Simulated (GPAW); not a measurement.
Runs of GPAW 26.7.0 on ZrN. It takes space group Fm-3m (No. 225, cubic). The conventional cell has a = 4.600 Å, b = 4.600 Å, c = 4.600 Å, α = 90.00°, β = 90.00°, γ = 90.00°. Around Zr (site symmetry m-3m) lie 6 N at 2.30 Å. N (site symmetry m-3m) has 6 Zr at 2.30 Å as nearest neighbours. 

```csv
level,potentials or basis,cell,optimizer,fmax,max steps,target pressure,gap on the mesh (eV),pressure (GPa),relaxed volume (Å³/atom)
PBEsol+D4,"PAW data sets generated in the run's folder for this functional, pw",relaxed to 5 GPa,LBFGS,0.02 eV/Å,100,5 GPa,none,5.0,-
PBE+D4,"GPAW PAW data sets (gpaw-data 1.2.1), pw",relaxed to -1 GPa,BFGS,0.05 eV/Å,60,-1 GPa,none,-0.9,-
RPBE+D3(BJ),"the program's PAW data sets (release 1.2.1) made for this functional, pw",relaxed,BFGS,0.01 eV/Å,100,-,none,0.0,(a)
PBE+D3(BJ),"GPAW PAW data sets (gpaw-data 1.2.1), pw",relaxed to 10 GPa,BFGS,0.02 eV/Å,100,10 GPa,none,10.0,-
PBEsol+D3(BJ),"PAW data sets generated in the run's folder for this functional, pw",relaxed,BFGS,0.02 eV/Å,60,-,none,0.0,11.45
```

Alike in all rows: task relaxation of cell and atoms; no spin polarisation; k mesh 10 × 10 × 10; cutoff (eV) 800; smearing fermi-dirac 0.05 eV.

Question: Estimate the missing entries.

Answer: (a) 10.63.

Caveats: later steps reuse the first step's grids; pairwise dispersion overbinds metals, which lowers pressure and volume; the volume moved by -13 % from the deposited cell, more than functionals usually miss (some runs).

A k mesh can miss the band edges, and the runs leave out spin-orbit coupling on Zr.

A gap of «none» marks a metal or a gap under the smearing width.
